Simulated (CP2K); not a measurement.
Crystal: La.

```
La
1.0
     3.67858    0.00000    0.00000
    -1.22619    3.46820    0.00000
    -1.22619   -1.73410    3.00355
La
1
Direct
  0.00000 0.00000 0.00000
```

This isn't the form of La at room conditions, which is double hcp.

Base run:

| Property | Result |
| --- | --- |
| Program | CP2K 2026.2 |
| Functional | PBE |
| Potentials or basis | GTH_POTENTIALS La GTH-PBE-q11; TZVP-MOLOPT-SR-GTH basis |
| Density cutoff | 6123 eV |
| k mesh | 9 × 9 × 9 |
| Occupations | fermi-dirac, width 0.05 eV |
| Spin | no spin polarisation |

Its results: band gap on the k mesh none (metal or under the smearing width); pressure 0.3 GPa.

The run is repeated on the same cell with these changes: functional from PBE to PBEsol; ngrids from 4 to 5. What comes out?

Band gap on the k mesh none (metal or under the smearing width); pressure -1.7 GPa.

Caveats: spin-orbit coupling is left out, which moves the levels of the heavy elements; the basis of atomic orbitals isn't converged, which shifts pressures, moduli and gaps; the potentials were made for another functional, which shifts forces and pressure (some runs).
